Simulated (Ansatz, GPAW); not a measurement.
# Geometry or basis: what sets the conductance of 1,4-diisocyanobenzene between two Ir chains, part 3 of 4

Wanted: T(E) of 1,4-diisocyanobenzene between two Ir chains at a relaxed geometry in two programs, beside the unrelaxed structure.

GPAW 26.7.0 and Ansatz 0.2.0; Ansatz plane waves; relaxation of the junction with the lead ends held; PAW set soft_1 (the session's first sound run).

So far, transmission at the Fermi level (one spin): step 3 (plane-wave reference (PBE)) 0.252. Also conductance of the perfect lead (G₀): step 3 5.79.

## Step 4: GPAW, dzp

The script solves lead and junction separately, takes H and S in the orbital basis, and joins semi-infinite leads through their self-energies; the dzp basis is the working standard.

This step: GPAW LCAO, PAW setups; Landauer transmission from Green's functions with principal layers (ASE), zero bias (GPAW 26.7.0).

File run.py:

```python
import json
import numpy as np
from ase import Atoms
from ase.transport.calculators import TransportCalculator
from gpaw import GPAW, FermiDirac
from gpaw.lcao.tools import get_lcao_hamiltonian
from scipy.linalg import eigh

# The junction with lead layers at both ends, along the third cell vector
device = Atoms(
    ['Ir', 'Ir', 'Ir', 'Ir', 'Ir', 'Ir', 'Ir', 'Ir', 'C', 'N', 'C', 'H', 'H', 'C', 'C', 'C', 'C', 'H', 'H', 'C', 'N', 'C', 'Ir', 'Ir', 'Ir', 'Ir', 'Ir', 'Ir', 'Ir', 'Ir'],
    positions=[
        [5.40801, 4.50000, 1.15000],
        [5.40801, 4.50000, 3.45000],
        [5.40801, 4.50000, 5.75000],
        [5.40801, 4.50000, 8.05000],
        [5.40801, 4.50000, 10.35000],
        [5.40801, 4.50000, 12.65000],
        [5.95408, 4.63999, 14.98505],
        [5.08000, 4.43994, 17.23592],
        [5.38713, 4.52109, 19.19912],
        [5.43080, 4.53596, 20.41191],
        [5.41944, 4.53851, 21.82426],
        [7.57270, 4.57932, 22.10889],
        [3.26003, 4.49910, 22.05899],
        [6.60454, 4.56076, 22.60890],
        [4.21587, 4.51617, 22.58223],
        [6.58774, 4.55921, 24.01507],
        [4.19905, 4.51450, 23.98836],
        [7.54362, 4.57674, 24.53819],
        [3.23119, 4.49645, 24.48898],
        [5.38435, 4.53523, 24.77324],
        [5.37373, 4.53155, 26.18548],
        [5.41869, 4.52430, 27.39849],
        [5.73446, 4.49764, 29.35950],
        [4.84661, 4.54275, 31.61127],
        [5.40801, 4.50000, 33.94572],
        [5.40801, 4.50000, 36.24572],
        [5.40801, 4.50000, 38.54572],
        [5.40801, 4.50000, 40.84572],
        [5.40801, 4.50000, 43.14572],
        [5.40801, 4.50000, 45.44572]],
    cell=[[10.81602, 0.0, 0.0], [0.0, 9.0, 0.0], [0.0, 0.0, 46.59572]],
    pbc=True)

# One principal layer of the lead: the first 5 atoms of the device
lead = Atoms(
    ['Ir', 'Ir', 'Ir', 'Ir', 'Ir'],
    positions=[
        [5.40801, 4.50000, 1.15000],
        [5.40801, 4.50000, 3.45000],
        [5.40801, 4.50000, 5.75000],
        [5.40801, 4.50000, 8.05000],
        [5.40801, 4.50000, 10.35000]],
    cell=[[10.81602, 0.0, 0.0], [0.0, 9.0, 0.0], [0.0, 0.0, 11.5]],
    pbc=True)

settings = dict(mode='lcao', basis='dzp', xc='PBE', h=0.18,
                occupations=FermiDirac(0.1), maxiter=250,
                mixer=dict(beta=0.1, nmaxold=8, weight=100.0),
                convergence=dict(density=0.0001))
energies = np.arange(-2, 2 + 1e-9, 0.025)
eta = 0.0001
n1, n2 = 1, 1
# k and -k transmit alike, so half of the mesh across the current serves
mesh = [(i, j) for i in range(n1) for j in range(n2) if (i, j) <= (-i % n1, -j % n2)]
weights = np.array([1 if (i, j) == (-i % n1, -j % n2) else 2 for i, j in mesh]) / (n1 * n2)

# [... helper functions left out ...]
fermi_lead = ground_state(lead, (1, 1, 10), 'lead.txt')
fermi_device = ground_state(device, (1, 1, 2), 'device.txt')
# [... loop over the mesh left out, but for ...]
        # Shift the lead onto the potential of the device's first layer
        shift = ((H[:, 0, 0] - H0[:, 0, 0]) / S0[0, 0]).real.mean()
# [...]
kT = 8.617333e-5 * 300
bias = [0.1, 0.2, 0.5, 1.0, 1.5, 2.0]
# [... integrals and printing left out ...]
```

Run with:

```
> OMP_NUM_THREADS=1 OPENBLAS_NUM_THREADS=1 python run.py
```

Numbers of over 12 decimals in the logs are rounded to 6 here.

Log:

```text
basis functions: device 582, principal layer 135
Fermi level: lead -4.1347 eV, device -3.9099 eV; lead shifted by -0.0087 eV
largest coupling past the next layer 1.48e-06 eV, largest misfit of the first layer 0.061 eV
  E-E_F (eV)   T (one spin)  [channel counts left out]
    -2.000    3.1521e-01
    -1.975    2.9753e-01
    -1.950    2.8101e-01
    -1.925    2.6571e-01
    -1.900    2.5163e-01
    -1.875    2.3877e-01
    -1.850    2.2709e-01
    -1.825    2.1652e-01
    -1.800    2.0702e-01
    -1.775    1.9852e-01
    -1.750    1.9094e-01
    -1.725    1.8423e-01
    -1.700    1.7832e-01
    -1.675    1.7314e-01
    -1.650    1.6863e-01
    -1.625    1.6475e-01
[...]
1.825    2.4410e-01
     1.850    1.5640e-01
     1.875    9.2092e-02
     1.900    4.2905e-02
     1.925    2.0335e-03
     1.950    2.0900e-05
     1.975    1.3489e-05
     2.000    9.3526e-06
conductance at 300 K: 0.231 G0 a cell; thermopower -11.57 uV/K
current from the zero-bias T(E) at 0.1 V: 1.816 uA
current from the zero-bias T(E) at 0.2 V: 3.7107 uA
current from the zero-bias T(E) at 0.5 V: 10.077 uA
current from the zero-bias T(E) at 1.0 V: 22.525 uA
current from the zero-bias T(E) at 1.5 V: 26.121 uA
current from the zero-bias T(E) at 2.0 V: 28.799 uA
```

Run time: 9.6 min. Hardware: 1 thread of Arm Neoverse V1, shared host; peak memory 2.6 GiB.

This step gave:

* conductance: 0.2310 G₀
* largest coupling past the next principal layer: 1.48e-6 eV
* largest misfit of the first principal layer: 0.06061 eV
* shift that aligns the lead: -0.008708 eV
* basis functions of the junction: 582
* basis functions of a principal layer: 135
* transmission at the Fermi level (one spin): 0.2211

One spin. Table of transmission, zone mean by energy, zero at the Fermi level:

```csv
energy (eV),"transmission, zone mean"
-2.000,0.315
-1.900,0.252
-1.800,0.207
-1.700,0.178
-1.600,0.161
-1.500,0.153
-1.400,0.151
-1.300,0.168
-1.200,0.161
-1.100,0.148
-1.000,0.129
-0.900,0.117
-0.800,0.112
-0.700,0.117
-0.600,0.151
-0.500,0.281
-0.400,0.626
-0.325,0.827
-0.300,0.824
-0.200,0.461
-0.100,0.223
0.000,0.221
0.075,0.375
0.100,0.296
0.200,0.0756
0.300,0.0395
0.400,0.0273
0.500,0.0219
0.600,0.0193
0.700,0.0185
0.800,0.0188
0.900,0.0203
1.000,0.0232
1.100,0.0283
1.200,0.0371
1.300,0.0534
1.400,0.0868
1.500,0.169
1.600,0.431
1.700,0.995
1.800,0.366
1.900,0.0429
2.000,9.4e-6
```

Not self-consistent under bias; the bias window is split evenly. Table of current through one cell, from the zero-bias transmission by bias:

| bias (V) | current through one cell, from the zero-bias transmission (μA) |
| --- | --- |
| 0.100 | 1.82 |
| 0.200 | 3.71 |
| 0.500 | 10.1 |
| 1.000 | 22.5 |
| 1.500 | 26.1 |
| 2.000 | 28.8 |

Transmission of the three most open eigenchannels against energy, zero at the Fermi level:

```csv
energy (eV),channel 1,channel 2,channel 3
-2.000,0.315,2.9e-5,5.5e-6
-1.900,0.252,3.0e-5,1.1e-5
-1.800,0.207,3.1e-5,1.9e-5
-1.700,0.178,3.0e-5,2.9e-5
-1.600,0.161,4.0e-5,2.9e-5
-1.500,0.153,5.4e-5,2.7e-5
-1.400,0.151,6.8e-5,2.4e-5
-1.300,0.168,9.0e-5,2.1e-5
-1.200,0.161,1.1e-4,2.0e-5
-1.100,0.148,1.2e-4,2.0e-5
-1.000,0.129,1.5e-4,1.9e-5
-0.900,0.117,1.9e-4,1.3e-5
-0.800,0.112,2.5e-4,8.9e-6
-0.700,0.117,3.4e-4,6.2e-6
-0.600,0.150,4.8e-4,4.5e-6
-0.500,0.280,6.2e-4,4.1e-6
-0.400,0.626,6.2e-4,4.3e-6
-0.300,0.824,4.8e-4,4.4e-6
-0.200,0.461,2.6e-4,5.7e-6
-0.100,0.223,1.5e-4,1.1e-5
0.000,0.221,1.5e-4,1.5e-5
0.100,0.295,1.3e-4,1.6e-5
0.200,0.0755,7.5e-5,7.1e-6
0.300,0.0395,5.3e-5,4.1e-6
0.400,0.0272,4.0e-5,2.7e-6
0.500,0.0218,3.1e-5,1.9e-6
0.600,0.0193,2.4e-5,1.3e-6
0.700,0.0185,1.9e-5,8.8e-7
0.800,0.0188,1.5e-5,4.3e-7
0.900,0.0203,8.9e-6,2.5e-8
1.000,0.0232,5.0e-6,9.2e-9
1.100,0.0283,2.6e-6,1.1e-9
1.200,0.0371,1.2e-6,3.5e-11
1.300,0.0534,6.1e-7,2.1e-9
1.400,0.0868,5.2e-7,7.1e-8
1.500,0.169,7.1e-7,3.1e-7
1.600,0.431,1.1e-6,6.7e-7
1.700,0.995,1.9e-6,1.0e-6
1.800,0.366,3.3e-6,1.1e-6
1.900,0.0429,4.6e-6,4.9e-7
2.000,9.4e-6,2.6e-10,0
```

At the Fermi level T is 0.221 against 0.252 in plane waves. Couplings past the next layer reach 1.5e-6 eV, small enough to drop; the matrix elements of the cell's first layer differ from the bulk lead's by up to 0.061 eV. That layer keeps its own values in the calculation, and only beyond it is the lead taken as perfect. The Fermi levels of lead and junction count from different zeros of potential, one for each periodic cell; with both set to zero, the small remaining shift is what aligns them. Without spin-orbit coupling, which is large for these atoms, channel counts and T are those of the scalar-relativistic bands. By hand: G = 0.2310 × 77.48 μS = 17.9 μS, a resistance of 55.9 kΩ; at 0.1 V a linear junction would pass 1.79 μA, and the integral over the bias window gives 1.82 μA.

## Step 5: GPAW, szp: basis = "szp(dzp)"

The second zeta is dropped, the polarisation orbitals stay.

run.py, as its differences from that of step 4:

```diff
@@ -57,3 +57,3 @@
 
-settings = dict(mode='lcao', basis='dzp', xc='PBE', h=0.18,
+settings = dict(mode='lcao', basis='szp(dzp)', xc='PBE', h=0.18,
                 occupations=FermiDirac(0.1), maxiter=250,
```

Log:

```text
basis functions: device 346, principal layer 75
Fermi level: lead -3.8522 eV, device -3.9231 eV; lead shifted by -0.0127 eV
largest coupling past the next layer 1.48e-06 eV, largest misfit of the first layer 0.067 eV
  E-E_F (eV)   T (one spin)  channels
    -2.000    1.5705e-01    4.0000
    -1.975    1.5086e-01    4.0000
    -1.950    1.4517e-01    4.0000
[...]
1.975    5.6260e-07    1.0000
     2.000    5.4682e-07    1.0000
conductance at 300 K: 0.21555 G0 a cell; thermopower -16.41 uV/K
current from the zero-bias T(E) at 0.1 V: 1.6799 uA
current from the zero-bias T(E) at 0.2 V: 3.4048 uA
current from the zero-bias T(E) at 0.5 V: 8.8064 uA
current from the zero-bias T(E) at 1.0 V: 22.117 uA
current from the zero-bias T(E) at 1.5 V: 27.382 uA
current from the zero-bias T(E) at 2.0 V: 31.484 uA
```

Run time: 6.1 min. Hardware: 1 thread; peak memory 2.5 GiB.

Numbers from this step:

- conductance: 0.2156 G₀
- largest misfit of the first principal layer: 0.06734 eV
- shift that aligns the lead: -0.01273 eV
- basis functions of the junction: 346
- basis functions of a principal layer: 75
- transmission at the Fermi level (one spin): 0.2138

The conductance, 0.216 G₀, lies 6.7 % below that of the dzp run.

## Step 6: Minimal basis

The minimal basis is the cheapest rung: no second zeta and no polarisation.

run.py, as its differences from that of step 5:

```diff
@@ -57,3 +57,3 @@
 
-settings = dict(mode='lcao', basis='szp(dzp)', xc='PBE', h=0.18,
+settings = dict(mode='lcao', basis='sz(dzp)', xc='PBE', h=0.18,
                 occupations=FermiDirac(0.1), maxiter=250,
```

Log:

```text
basis functions: device 236, principal layer 60
Fermi level: lead -3.8615 eV, device -3.9591 eV; lead shifted by -0.0162 eV
largest coupling past the next layer 1.47e-06 eV, largest misfit of the first layer 0.041 eV
  E-E_F (eV)   T (one spin)  [channel counts left out]
    -2.000    1.0601e-01
    -1.975    1.0327e-01
    -1.950    1.0083e-01
[...]
1.975    3.4631e-06
     2.000    2.9628e-06
conductance at 300 K: 0.24831 G0 a cell; thermopower -16.43 uV/K
current from the zero-bias T(E) at 0.1 V: 1.9328 uA
current from the zero-bias T(E) at 0.2 V: 3.9184 uA
current from the zero-bias T(E) at 0.5 V: 10.177 uA
current from the zero-bias T(E) at 1.0 V: 25.254 uA
current from the zero-bias T(E) at 1.5 V: 31.641 uA
current from the zero-bias T(E) at 2.0 V: 37.038 uA
```

It took 4.2 min on 1 thread; peak memory 2.5 GiB.

This step gave:

- conductance: 0.2483 G₀
- largest coupling past the next principal layer: 1.47e-6 eV
- largest misfit of the first principal layer: 0.04081 eV
- shift that aligns the lead: -0.01623 eV
- basis functions of the junction: 236
- basis functions of a principal layer: 60
- transmission at the Fermi level (one spin): 0.2482

One spin. Table of transmission, zone mean by energy, zero at the Fermi level:

```
energy (eV)  transmission, zone mean
     -2.000                    0.106
     -1.900                   0.0968
     -1.800                   0.0921
     -1.700                   0.0915
     -1.600                   0.0945
     -1.500                    0.101
     -1.400                     0.11
     -1.300                    0.133
     -1.200                    0.133
     -1.100                    0.133
     -1.000                    0.129
     -0.900                    0.132
     -0.800                    0.145
     -0.700                    0.175
     -0.600                    0.255
     -0.500                    0.494
     -0.400                    0.829
     -0.350                    0.874
     -0.300                    0.805
     -0.200                    0.388
     -0.100                    0.206
      0.000                    0.248
      0.100                    0.474
      0.200                    0.102
      0.300                   0.0613
      0.400                   0.0504
      0.500                   0.0489
      0.600                   0.0534
      0.700                   0.0645
      0.800                   0.0871
      0.900                    0.134
      1.000                    0.249
      1.100                    0.578
      1.200                    0.990
      1.300                    0.479
      1.400                    0.201
      1.500                    0.106
      1.600                   0.0648
      1.700                   0.0427
      1.800                   0.0259
      1.900                  0.00552
      2.000                   3.0e-6
```

The conductance, 0.248 G₀, lies 7.5 % above that of the dzp run.

## Step 7: LDA in the dzp basis: xc = "LDA"

Back in the dzp basis, the functional changes from PBE to LDA, to set the spread between functionals beside that between bases.

run.py, as its differences from that of step 6:

```diff
@@ -57,3 +57,3 @@
 
-settings = dict(mode='lcao', basis='sz(dzp)', xc='PBE', h=0.18,
+settings = dict(mode='lcao', basis='dzp', xc='LDA', h=0.18,
                 occupations=FermiDirac(0.1), maxiter=250,
```

Log:

```text
basis functions: device 582, principal layer 135
Fermi level: lead -4.4302 eV, device -4.1933 eV; lead shifted by -0.0070 eV
largest coupling past the next layer 1.53e-06 eV, largest misfit of the first layer 0.060 eV
  E-E_F (eV)   T (one spin)  [channel counts left out]
    -2.000    3.3152e-01
    -1.975    3.1243e-01
    -1.950    2.9469e-01
[...]
1.975    1.0949e-05
     2.000    7.5890e-06
conductance at 300 K: 0.24383 G0 a cell; thermopower -6.197 uV/K
current from the zero-bias T(E) at 0.1 V: 1.9146 uA
current from the zero-bias T(E) at 0.2 V: 3.9267 uA
current from the zero-bias T(E) at 0.5 V: 10.81 uA
current from the zero-bias T(E) at 1.0 V: 22.918 uA
current from the zero-bias T(E) at 1.5 V: 26.49 uA
current from the zero-bias T(E) at 2.0 V: 29.279 uA
```

Elapsed: 8.2 min, on 1 thread; peak memory 2.6 GiB.

This step gave:

```
conductance                                    : 0.2438 G₀
largest coupling past the next principal layer : 1.53e-6 eV
largest misfit of the first principal layer    : 0.06030 eV
shift that aligns the lead                     : -0.007028 eV
basis functions of the junction                : 582
basis functions of a principal layer           : 135
transmission at the Fermi level (one spin)     : 0.2334
```

One spin. Table of transmission, zone mean by energy, zero at the Fermi level:

energy (eV), transmission, zone mean and a bar:
```
   -2.000      0.332 ##########
   -1.800      0.216 #######
   -1.600      0.169 #####
   -1.400      0.158 #####
   -1.200      0.168 #####
   -1.000      0.136 ####
   -0.800      0.118 ####
   -0.600      0.152 #####
   -0.400      0.583 ##################
   -0.300      0.823 #########################
   -0.200      0.521 ################
    0.000      0.233 #######
    0.100      0.349 ###########
    0.200      0.073 ##
    0.400      0.026 #
    0.600      0.018 #
    0.800      0.018 #
    1.000      0.023 #
    1.200      0.037 #
    1.400      0.087 ###
    1.600      0.451 ##############
    1.700      0.994 ##############################
    1.800      0.320 ##########
    2.000      0.000
```

The conductance, 0.244 G₀, lies 5.6 % above that of the dzp run.

## Step 8: Without the relaxation: geometry = "as built"

The dzp basis with PBE on the structure as first built shows what the relaxation was worth.

run.py, as its differences from that of step 7:

```diff
@@ -18,20 +18,20 @@
         [5.40801, 4.50000, 12.65000],
-        [5.95408, 4.63999, 14.98505],
-        [5.08000, 4.43994, 17.23592],
-        [5.38713, 4.52109, 19.19912],
-        [5.43080, 4.53596, 20.41191],
-        [5.41944, 4.53851, 21.82426],
-        [7.57270, 4.57932, 22.10889],
-        [3.26003, 4.49910, 22.05899],
-        [6.60454, 4.56076, 22.60890],
-        [4.21587, 4.51617, 22.58223],
-        [6.58774, 4.55921, 24.01507],
-        [4.19905, 4.51450, 23.98836],
-        [7.54362, 4.57674, 24.53819],
-        [3.23119, 4.49645, 24.48898],
-        [5.38435, 4.53523, 24.77324],
-        [5.37373, 4.53155, 26.18548],
-        [5.41869, 4.52430, 27.39849],
-        [5.73446, 4.49764, 29.35950],
-        [4.84661, 4.54275, 31.61127],
+        [5.40801, 4.50000, 14.95000],
+        [5.40801, 4.50000, 17.25000],
+        [5.40801, 4.50000, 19.36000],
+        [5.40801, 4.50000, 20.53178],
+        [5.40801, 4.50000, 21.92006],
+        [7.56602, 4.50001, 22.05143],
+        [3.25001, 4.49999, 22.05143],
+        [6.62769, 4.50000, 22.60032],
+        [4.18833, 4.50000, 22.60032],
+        [6.62769, 4.49999, 23.99540],
+        [4.18834, 4.50000, 23.99540],
+        [7.56602, 4.49999, 24.54429],
+        [3.25001, 4.50000, 24.54430],
+        [5.40801, 4.50000, 24.67567],
+        [5.40801, 4.50000, 26.06394],
+        [5.40801, 4.50000, 27.23572],
+        [5.40801, 4.50000, 29.34572],
+        [5.40801, 4.50000, 31.64572],
         [5.40801, 4.50000, 33.94572],
@@ -57,3 +57,3 @@
 
-settings = dict(mode='lcao', basis='dzp', xc='LDA', h=0.18,
+settings = dict(mode='lcao', basis='dzp', xc='PBE', h=0.18,
                 occupations=FermiDirac(0.1), maxiter=250,
```

Log:

```text
basis functions: device 582, principal layer 135
Fermi level: lead -4.1347 eV, device -3.7442 eV; lead shifted by -0.0204 eV
largest coupling past the next layer 1.48e-06 eV, largest misfit of the first layer 0.145 eV
  E-E_F (eV)   T (one spin)  [channel counts left out]
    -2.000    3.1987e-02
    -1.975    3.1695e-02
    -1.950    3.1448e-02
[...]
1.975    1.7211e-07
     2.000    1.5973e-07
conductance at 300 K: 0.19993 G0 a cell; thermopower -9.267 uV/K
current from the zero-bias T(E) at 0.1 V: 1.5484 uA
current from the zero-bias T(E) at 0.2 V: 3.0933 uA
current from the zero-bias T(E) at 0.5 V: 7.6916 uA
current from the zero-bias T(E) at 1.0 V: 15.553 uA
current from the zero-bias T(E) at 1.5 V: 25.211 uA
current from the zero-bias T(E) at 2.0 V: 38.909 uA
```

Wall time 8.1 min (1 thread); peak memory 2.6 GiB.

This step gave:

- conductance: 0.1999 G₀
- largest coupling past the next principal layer: 1.48e-6 eV
- largest misfit of the first principal layer: 0.1448 eV
- shift that aligns the lead: -0.02036 eV
- transmission at the Fermi level (one spin): 0.2002

One spin. Table of transmission, zone mean by energy, zero at the Fermi level:

energy (eV), transmission, zone mean and a bar:
```
   -2.000      0.032 #
   -1.800      0.031 #
   -1.600      0.033 #
   -1.400      0.037 #
   -1.200      0.040 #
   -1.000      0.044 #
   -0.800      0.051 ##
   -0.600      0.067 ##
   -0.400      0.098 ###
   -0.200      0.146 ####
    0.000      0.200 ######
    0.200      0.248 #######
    0.400      0.307 #########
    0.600      0.410 ############
    0.800      0.579 #################
    1.000      0.793 ########################
    1.200      0.970 #############################
    1.300      0.999 ##############################
    1.400      0.959 #############################
    1.600      0.707 #####################
    1.800      0.355 ###########
    2.000      0.000
```

The conductance, 0.200 G₀, lies 13 % below that of the dzp run.

## Step 9: The ladder

Times are wall times on the hardware named with each run. Results by setting:

| no. | run | conductance (G₀) | time | memory (GiB) |
| --- | --- | --- | --- | --- |
| 1 | pw PBE | 0.2697 | 85 min | 7.2 |
| 2 | dzp | 0.2310 | 9.6 min | 2.6 |
| 3 | szp | 0.2156 | 6.1 min | 2.5 |
| 4 | sz | 0.2483 | 4.2 min | 2.5 |
| 5 | dzp LDA | 0.2438 | 8.2 min | 2.6 |
| 6 | asbuilt | 0.1999 | 8.1 min | 2.6 |

[end of part 3 of 4]

[Logs are printed without paths, hosts, clocks, repeated set-up lines and the standing remarks that a program may print on its own settings, such as how far it seeks lower states.]

[Hosts, paths, dates, database ids (printed as entryN), source tags and the programs' standing remarks are cut or masked in the printed files.]
